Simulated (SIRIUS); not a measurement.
**TiAl: changing the Hubbard U on Ti d**

The structure is tetragonal, space group P4/mmm (No. 123). Conventional cell: a = 2.837 Å, b = 2.837 Å, c = 4.059 Å, α = 90.00°, β = 90.00°, γ = 90.00°. Ti (site symmetry 4/mmm) has 4 Ti at 2.84 Å and 8 Al at 2.85 Å as nearest neighbours. Al (site symmetry 4/mmm) is surrounded by 4 Al at 2.84 Å and 8 Ti at 2.85 Å.

Kept alike: task single point; functional PBE; k mesh 9 × 9 × 7; occupations fermi-dirac, width 0.05 eV; no spin polarisation. Program: SIRIUS, PseudoDojo 0.4.1 PBE standard (scalar relativistic), cutoff 1152 eV. The mesh is that of the run's cell of 2 atoms. No spin-orbit coupling.

| run | pressure (GPa) |
| --- | --- |
| A | 4.98 |
| B | 1.43 |
| C | -0.78 |
| D | 21.16 |
| E | 11.14 |

Pressure is positive in compression; the values hold the error of the finite cutoff, so their zero can differ a little from the energy's minimum. U acts here on a shell without spin polarisation. For a metal such a mesh leaves the last digits unconverged. How U acts hangs on the program's projectors.

Q: The runs differ in the Hubbard U on Ti d alone: 0; 2; 4; 6; 8 eV. Which run is which?

A: Run A is 4 eV; run B is 2 eV; run C is 0 eV; run D is 8 eV; run E is 6 eV. The pressure rises from -0.78 to 21.16 GPa between 0 and 8 eV. U localises the shell and weakens its bonds, so the cell pushes outwards.
